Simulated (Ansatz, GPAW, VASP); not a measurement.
# Cu: 4 runs at one level of theory

```xyz
1
Lattice="0.0000 1.8075 1.8075 1.8075 0.0000 1.8075 1.8075 1.8075 0.0000" Properties=species:S:1:pos:R:3 pbc="T T T"
Cu    0.0000    0.0000    0.0000
```

Alike in all runs: task single point; functional PBEsol; k mesh 13 × 13 × 13; occupations gaussian, width 0.1 eV; no spin polarisation; no spin-orbit coupling. Pressure is positive in compression and, in plane waves, holds the error of the finite cutoff, which Ansatz's Pulay term estimates and takes out.

```json
{"program and potentials": "Ansatz, Ansatz PAW", "plane-wave cutoff (eV)": "420", "notes": "potentials made for PBE, which Ansatz adapts in part; 19 valence electrons an atom on average; Pulay term of +0.11 GPa included", "pressure (GPa)": "-6.59"}
{"program and potentials": "Ansatz, all-electron LAPW, scalar-relativistic", "plane-wave cutoff (eV)": "-", "notes": "-", "pressure (GPa)": "-6.59"}
{"program and potentials": "GPAW, PAW data sets generated for this functional", "plane-wave cutoff (eV)": "600", "notes": "11 valence electrons an atom on average", "pressure (GPa)": "-4.74"}
{"program and potentials": "VASP, PBE PAW files Cu, 500 eV", "plane-wave cutoff (eV)": "500", "notes": "potentials made for PBE; 11 valence electrons an atom on average", "pressure (GPa)": "-5.50"}
```

The pressure spans -6.59 (Ansatz, all-electron LAPW, scalar-relativistic) to -4.74 GPa (GPAW, PAW data sets generated for this functional), with all-electron results at -6.59.

Differences between rows come from potentials, basis sets and numerical settings, since the functional is the same but for its coding. Runs on potential files found faulty are left out.
